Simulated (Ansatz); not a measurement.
Input of an Ansatz 0.2.0 run:

File input.yaml:

```yaml
crystal:
  lattice:
    - [0.0, -2.83705, -2.8458]
    - [-3.9841, 2.83705, -2.8458]
    - [3.9841, 2.83705, -2.8458]
  atoms:
    - { symbol: Ba, position: [0.01482756, 0.52342182, 0.49594891] }
    - { symbol: Ba, position: [0.98517244, 0.97657818, 0.00405109] }
    - { symbol: Ti, position: [0.46948775, 0.00347915, 0.49812544] }
    - { symbol: Ti, position: [0.51471225, 0.48862085, 0.99397456] }
    - { symbol: O, position: [0.48612904, 0.25418846, 0.28051967] }
    - { symbol: O, position: [0.52967096, 0.75371154, 0.72738033] }
    - { symbol: O, position: [0.43502196, 0.81668038, 0.27996181] }
    - { symbol: O, position: [0.55995804, 0.18960962, 0.72632819] }
    - { symbol: O, position: [0.02114428, 0.00157456, 0.50510004] }
    - { symbol: O, position: [0.99143572, 0.49591544, 0.99238996] }
hamiltonian:
  xc: pbesol
  pseudopotentials: { kind: paw }
  hubbard: { sites: [{ species: Ti, l: d, u_eff: 5.0 }] }
kpoints:
  mp_grid: { grid: [7, 5, 5] }
scf:
  occupations: { method: fermi_dirac, width: 0.05 }
output:
  forces: true
  stress: true
  eigenvalues: true
relax:
  f_tol: 0.01
  max_steps: 40
  cell: { stress_tol: 0.05 }
```

Potentials or basis: Ansatz PAW.

Launch:

```console
$ ansatz run input.yaml --threads 4 --pin off --max-ram 11264MiB --backend cpu --events-out ev --progress --plain --runs-dir out
```

**Question.** Estimate the space group after relaxing (to 0.05 Å).

**Answer.** Pm-3m (No. 221).

**Question.** Estimate the relaxed volume.

**Answer.** 12.64 Å³/atom.

**Question.** Estimate the relaxed cell.

**Answer.** a = 3.983 Å, b = 5.632 Å, c = 5.632 Å, α = 90.00°, β = 90.00°, γ = 90.00°.

Eigenvalues of the final occupation matrices:
```csv
site,spin,trace,eigenvalues
site 1,1,1.08,0.17 0.17 0.17 0.29 0.29
site 2,1,1.08,0.17 0.17 0.17 0.29 0.29
```

Caveat: the electronic state changed during the relaxation; odd divisions of the mesh miss points on the zone boundary, where band edges often lie, so the gap on the mesh can be too wide; the pressure holds a Pulay correction of +0.6 GPa for the finite cutoff; spin-orbit coupling is left out, which moves the levels of the heavy elements; the PAW data sets come from PBE, with cores solved anew for the run's functional, which leaves a small shift of forces and pressure.
